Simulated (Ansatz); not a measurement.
Here is an Ansatz 0.2.0 calculation.

input.yaml

```yaml
crystal:
  lattice:
    - [2.798781865, 0.0, 0.0]
    - [-1.3993909325, 2.4238161948, 0.0]
    - [0.0, 0.0, 4.618273]
  atoms:
    - { symbol: Ni, position: [0.0, 0.0, 0.5], spin: 1.0 }
    - { symbol: O, position: [0.3333333333, 0.6666666667, 0.293961] }
    - { symbol: O, position: [0.6666666667, 0.3333333333, 0.706039] }
hamiltonian:
  xc: r2scan
  pseudopotentials: { kind: paw }
magnetization:
  spin_polarized: true
kpoints:
  mp_grid: { grid: [8, 8, 5] }
  band_path:
    path:
      - [[0.0, 0.0, 0.0], [0.5, 0.0, 0.0], [0.3333333333, 0.3333333333, 0.0], [0.0, 0.0, 0.0], [0.0, 0.0, 0.5], [0.5, 0.0, 0.5], [0.3333333333, 0.3333333333, 0.5], [0.0, 0.0, 0.5]]
      - [[0.5, 0.0, 0.5], [0.5, 0.0, 0.0]]
      - [[0.3333333333, 0.3333333333, 0.0], [0.3333333333, 0.3333333333, 0.5]]
    npoints: 14
scf:
  occupations: { method: fermi_dirac, width: 0.05 }
  n_extra_bands: 7
output:
  forces: true
  stress: true
  eigenvalues: true
  fatbands: false
```

Potentials or basis: Ansatz PAW.

Launch:

```sh
$ ansatz run input.yaml --threads 2 --pin off --max-ram 5632MiB --backend cpu --events-out ev --progress --plain --runs-dir out
```

Task: Predict the band gap along the path.

Result: 1.52 eV, indirect (least direct gap 1.80 eV).

Task: Predict the pressure.

Result: -5.4 GPa.

Levels at the corners of the path, in eV from the valence-band top:
Spin up:
```
point  band 12  band 13  band 14  band 15  band 16  band 17  band 18  band 19
    Γ    -0.83    -0.83    -0.51    -0.49     2.67     2.67     8.61    12.17
    M    -1.97    -1.96    -1.74    -1.08     2.00     2.63    13.62    14.38
    K    -2.51    -2.02    -0.83    -0.83     1.81     1.81    14.99    16.11
    Γ    -0.83    -0.83    -0.51    -0.49     2.67     2.67     8.61    12.17
    A    -1.79    -0.87    -0.87    -0.15     2.71     2.71    10.84    10.90
    L    -1.96    -1.76    -1.36    -1.20     2.03     2.54    12.76    13.96
    H    -2.78    -2.01    -0.95    -0.95     2.09     2.09    14.65    16.03
    A    -1.79    -0.87    -0.87    -0.15     2.71     2.71    10.84    10.90
    L    -1.96    -1.76    -1.36    -1.20     2.03     2.54    12.76    13.96
    M    -1.97    -1.96    -1.74    -1.08     2.00     2.63    13.62    14.38
    K    -2.51    -2.02    -0.83    -0.83     1.81     1.81    14.99    16.11
    H    -2.78    -2.01    -0.95    -0.95     2.09     2.09    14.65    16.03
```
Spin down:
| point | band 11 | band 12 | band 13 | band 14 | band 15 | band 16 | band 17 | band 18 | band 19 | band 20 |
| --- | --- | --- | --- | --- | --- | --- | --- | --- | --- | --- |
| Γ | -2.26 | -0.83 | -0.83 | -0.51 | -0.49 | 2.67 | 2.67 | 8.61 | 12.17 | 16.12 |
| M | -2.56 | -1.97 | -1.96 | -1.74 | -1.08 | 2.00 | 2.63 | 13.62 | 14.38 | 15.07 |
| K | -3.32 | -2.51 | -2.02 | -0.83 | -0.83 | 1.81 | 1.81 | 14.99 | 16.11 | 16.11 |
| Γ | -2.26 | -0.83 | -0.83 | -0.51 | -0.49 | 2.67 | 2.67 | 8.61 | 12.17 | 16.12 |
| A | -2.27 | -1.79 | -0.87 | -0.87 | -0.15 | 2.71 | 2.71 | 10.84 | 10.90 | 15.29 |
| L | -2.47 | -1.96 | -1.76 | -1.36 | -1.20 | 2.03 | 2.54 | 12.76 | 13.96 | 16.13 |
| H | -3.20 | -2.78 | -2.01 | -0.95 | -0.95 | 2.09 | 2.09 | 14.65 | 16.03 | 17.01 |
| A | -2.27 | -1.79 | -0.87 | -0.87 | -0.15 | 2.71 | 2.71 | 10.84 | 10.90 | 15.29 |
| L | -2.47 | -1.96 | -1.76 | -1.36 | -1.20 | 2.03 | 2.54 | 12.76 | 13.96 | 16.13 |
| M | -2.56 | -1.97 | -1.96 | -1.74 | -1.08 | 2.00 | 2.63 | 13.62 | 14.38 | 15.07 |
| K | -3.32 | -2.51 | -2.02 | -0.83 | -0.83 | 1.81 | 1.81 | 14.99 | 16.11 | 16.11 |
| H | -3.20 | -2.78 | -2.01 | -0.95 | -0.95 | 2.09 | 2.09 | 14.65 | 16.03 | 17.01 |

Caveat: the magnetic or orbital state may not be the lowest; the PAW data sets come from PBE, with cores solved anew for the run's functional, which leaves a small shift of forces and pressure; the starting moments weren't kept. r2SCAN opens gaps a little over a GGA but as a rule still falls short of measured ones.
